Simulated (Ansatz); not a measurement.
Runs of Ansatz 0.2.0 on La. Symmetry: Im-3m, No. 229, cubic system. The conventional cell has a = 4.248 Å, b = 4.248 Å, c = 4.248 Å, α = 90.00°, β = 90.00°, γ = 90.00°. La (site symmetry m-3m) has 8 La at 3.68 Å as nearest neighbours. This isn't the form of La at room conditions, which is double hcp.

| task | level | U | cutoff (eV) | smearing | gap on the mesh (eV) | pressure (GPa) |
| --- | --- | --- | --- | --- | --- | --- |
| band structure | PBEsol+U | La f U = 6 eV | 123 | gaussian 0.05 eV | - | -1.3 |
| single point | LDA | - | 123 | gaussian 0.1 eV | none | (a) |
| single point | PBEsol | - | 123 | gaussian 0.05 eV | none | -2.6 |
| single point | RPBE | - | 124 | gaussian 0.1 eV | none | 0.7 |

Alike in all rows: potentials or basis all-electron LAPW, scalar-relativistic; no spin polarisation; cell as given; k mesh 9 × 9 × 9; basis error allowed 0.001 eV/atom.

Problem. Estimate the missing entries.

Solution. (a) -3.8.

Caveats: U is the effective U less J, on atomic orbitals that reach past the spheres (some runs); spin-orbit coupling is left out, which moves the levels of the heavy elements (some runs); U without spin polarisation on a metal has little footing (some runs); the U is typed as a test and isn't derived for this compound (some runs).

A k mesh can miss the band edges, and the runs leave out spin-orbit coupling on La.

A gap of «none» marks a metal or a gap under the smearing width.
